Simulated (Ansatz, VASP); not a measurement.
## Two plane-wave programs on Y

The input INCAR:

```
SYSTEM = Y
ALGO = Fast ; EDIFF = 1E-7
ENCUT = 520 ; GGA = CA
ISIF = 2 ; ISMEAR = 0
LASPH = .True. ; LCHARG = .False.
LREAL = .False. ; LWAVE = .False.
NBANDS = 12 ; NELM = 100
PREC = Accurate ; SIGMA = 0.15
```

The input KPOINTS:

```
k-points
0
Gamma
  16 16 16
  0 0 0
```

Contents of POSCAR:

```
Y
1.0
    0.0000000000      2.6838000000      2.4850000000
    2.6838000000      0.0000000000      2.4850000000
    2.6838000000      2.6838000000      0.0000000000
Y
1
Direct
    0.0000000000      0.0000000000      0.0000000000
```

Input for Ansatz:

```yaml
crystal:
  lattice:
    - [0.0, 2.6838, 2.485]
    - [2.6838, 0.0, 2.485]
    - [2.6838, 2.6838, 0.0]
  atoms:
    - { symbol: "Y", position: [0.0, 0.0, 0.0] }
basis:
  ecutwfc: 420
kpoints:
  mp_grid: { grid: [16, 16, 16] }
hamiltonian:
  xc: lda
scf:
  occupations: { method: gaussian, width: 0.15 }
output:
  forces: true
  stress: true
  eigenvalues: true
```

Change from the starting cell: strain +0.080 along x and y, +0.000 along z, atoms carried along.

Alike in both runs: task single point; functional LDA; k mesh 16 × 16 × 16; occupations gaussian, width 0.15 eV; no spin polarisation.

|  | VASP | Ansatz |
| --- | --- | --- |
| version | VASP 6.6.1 | Ansatz 0.2.0 |
| potentials or method | VASP PAW LDA potentials, release 64 (Y_sv) | scalar-relativistic, plane waves, PAW |
| plane-wave cutoff (eV) | 520 | 420 |
| valence electrons in the cell | 11 | 11 |

|  | VASP | Ansatz | Ansatz less VASP |
| --- | --- | --- | --- |
| gap on the k mesh at the Fermi level (eV) | none | none | - |
| pressure (GPa) | -6.5 | -6.4 | +0.07 |
| largest component of the traceless stress (GPa) | 1.15 | 1.15 | -0.007 |

A gap of «none» marks a metal or a gap that the smearing closes.
